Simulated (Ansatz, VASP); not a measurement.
# MgSe3: VASP beside Ansatz

```
Mg Se
1.0
     4.40428    0.00000    0.00000
     0.00000    4.40428    0.00000
     0.00000    0.00000    4.40428
Mg Se
1 3
Direct
  0.00000 0.00000 0.00000
  0.00000 0.50000 0.50000
  0.50000 0.00000 0.50000
  0.50000 0.50000 0.00000
```

Alike in both runs: functional PBE; k mesh 4 × 4 × 4; occupations gaussian, width 0.1 eV; no spin polarisation.

Ansatz relaxed the structure, and its values are those at the end. VASP's run is a single point on that final structure, the one shown.

|  | VASP | Ansatz |
| --- | --- | --- |
| version | VASP 6.6.1 | Ansatz 0.2.0 |
| potentials or method | VASP PAW PBE potentials, release 64 (Mg, Se) | scalar-relativistic, plane waves, PAW |
| plane-wave cutoff (eV) | 520 | 420 |
| valence electrons in the cell | 20 | 58 |

```tsv
	VASP	Ansatz	Ansatz less VASP
gap on the k mesh at the Fermi level (eV)	none	none	-
pressure (GPa)	-0.4	-0.3	+0.10
```

A gap of «none» marks a metal or a gap that the smearing closes. The two sets of potentials don't hold the same shells in valence.
